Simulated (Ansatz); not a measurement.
**Zone-centre modes in Si**

Computed with Ansatz 0.2.0, DFT r2SCAN, scalar-relativistic, plane waves, PAW. Cutoff 500 eV, Γ-centred 8×4×4 k-points, Gaussian smearing of 0.05 eV. No spin polarisation.

Zero of the scan (relaxed at this level; this form isn't the usual structure):

```
Si
1.0
    -3.83191    0.00000    0.00000
     0.00000    0.00000   -6.34182
     0.00000   -6.63706    0.00000
Si
8
Direct
  0.50000 0.93691 0.16667
  0.00000 0.93691 0.66667
  0.00000 0.43691 0.33333
  0.50000 0.43691 0.83333
  0.50000 0.56309 0.16667
  0.00000 0.56309 0.66667
  0.00000 0.06309 0.33333
  0.50000 0.06309 0.83333
```

Harmonic modes by finite displacements of 0.02 Å, without the LO–TO term. The cell doubles the primitive one, so its zone centre also holds the primitive cell's point q = (0, 1/2, 0).

Problem. At this geometry, is the structure stable against these modes?

Solution. Yes: no mode is imaginary beyond 10 cm⁻¹, and only the three translations lie near zero.

Problem. List the wavenumbers in cm⁻¹.

Solution. 0, 0, 0, 109, 109, 114, 144, 179, 216, 313, 351, 385, 410, 416, 427, 462, 466, 488, 494, 494, 495, 513, 513, 514.

Cost: 1 run of about 1.6 core-minutes, on Intel Xeon 6975P-C (Granite Rapids) (shared hosts).